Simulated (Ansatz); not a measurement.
# AlNi: the cost of one run

Program: Ansatz 0.2.0. Level of theory: DFT PBE, scalar-relativistic. These are calculated values, not measurements.

### Step 1. Starting point

The structure is cubic, space group Pm-3m (No. 221). The conventional cell has a = 2.881 Å, b = 2.881 Å, c = 2.881 Å, α = 90.00°, β = 90.00°, γ = 90.00°. Al (site symmetry m-3m) has 8 Ni at 2.50 Å as nearest neighbours. Ni (site symmetry m-3m) is surrounded by 8 Al at 2.50 Å.

Structure file:

```cif
data_structure
_symmetry_space_group_name_H-M 'P 1'
_symmetry_Int_Tables_number 1
_cell_length_a 2.8810
_cell_length_b 2.8810
_cell_length_c 2.8810
_cell_angle_alpha 90.000
_cell_angle_beta 90.000
_cell_angle_gamma 90.000
_cell_volume 23.91
loop_
_atom_site_label
_atom_site_type_symbol
_atom_site_fract_x
_atom_site_fract_y
_atom_site_fract_z
_atom_site_occupancy
Al1 Al 0.00000 0.00000 0.00000 1
Ni1 Ni 0.50000 0.50000 0.50000 1
```

Atoms are numbered in the order of the input: Al1, Ni2.

### Step 2. The deformed structure

Space group Pm-3m before, R-3m after.

### Step 3. All-electron LAPW

The input, input.yaml:

```yaml
crystal:
  lattice:
    - [2.881, 0.02881, 0.02881]
    - [0.02881, 2.881, 0.02881]
    - [0.02881, 0.02881, 2.881]
  atoms:
    - { symbol: Al, position: [0.0, 0.0, 0.0] }
    - { symbol: Ni, position: [0.5, 0.5, 0.5], spin: 1.5 }
magnetization:
  spin_polarized: true
kpoints:
  mp_grid: { grid: [13, 13, 13] }
  band_path:
    path:
      - [0.0, 0.0, 0.0]
      - [0.5, 0.5, 0.5]
      - [0.5193194925, 0.4806805075, 0.5]
      - [0.5, -0.4806805075, 0.4806805075]
      - [0.5, 0.0, 0.0]
      - [0.0, 0.0, 0.0]
      - [0.4903402537, -0.4903402537, 0.0]
      - [0.5096597463, 0.0, 0.4903402537]
      - [0.5, 0.0, 0.5]
    npoints: 5
scf:
  occupations: { method: fermi_dirac, width: 0.05 }
hamiltonian:
  xc: pbe
  pseudopotentials: { kind: all_electron, lapw: { basis_error: 0.0005 } }
output:
  forces: true
  stress: true
  eigenvalues: true
```

The run is started by

```bash
ansatz run input.yaml --threads 1 --pin off --max-ram 3072MiB --backend cpu --events-out ev --progress --plain --runs-dir out
```

What time and memory should one allow on 1 thread of Intel Xeon 6975P-C (Granite Rapids), shared host?

About 52 s, with a peak of 0.95 GiB.
